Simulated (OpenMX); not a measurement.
A run of OpenMX 3.8.5:

Contents of Si.dat:

```
System.CurrrentDirectory             ./
System.Name                          Si
DATA.PATH                            ./DFT_DATA13
level.of.stdout                      1
level.of.fileout                     1
Species.Number                       1
<Definition.of.Atomic.Species
  Si  Si7.0-s2p2d1           Si_PBE13
Definition.of.Atomic.Species>

Atoms.Number                         2
Atoms.SpeciesAndCoordinates.Unit     FRAC
<Atoms.SpeciesAndCoordinates
    1  Si    0.5093070000    0.4893590000    0.5031720000   2.000  2.000
    2  Si    0.7438730000    0.7519100000    0.7438630000   2.000  2.000
Atoms.SpeciesAndCoordinates>

Atoms.UnitVectors.Unit               Ang
<Atoms.UnitVectors
     0.0000000000    2.7218511865    2.7218511865
     2.7218511865    0.0000000000    2.7218511865
     2.7218511865    2.7218511865    0.0000000000
Atoms.UnitVectors>

scf.XcType                           GGA-PBE
scf.SpinPolarization                 off
scf.ElectronicTemperature            580.226
scf.energycutoff                     260.0
scf.maxIter                          100
scf.EigenvalueSolver                 band
scf.Kgrid                            11 11 11
scf.Mixing.Type                      rmm-diisk
scf.Init.Mixing.Weight               0.05
scf.Min.Mixing.Weight                0.001
scf.Max.Mixing.Weight                0.3
scf.Mixing.History                   25
scf.Mixing.StartPulay                8
scf.criterion                        1.0e-8
scf.stress.tensor                    on
MD.Type                              nomd
```

Potentials or basis: OpenMX 2013 PBE set, Si7.0-s2p2d1, grid cutoff 260 Ry.

Command:

```console
$ openmx Si.dat -nt 1 > Si.std
```

Hardware: 1 thread of Arm Neoverse V1, with other jobs on the host.

Question: How long does it take, and how much memory?

Answer: Run time: 42 s on 1 thread of Arm Neoverse V1, on a shared host, peak memory 0.28 GiB. Counts: k points 666, basis 26, scf iterations 16.
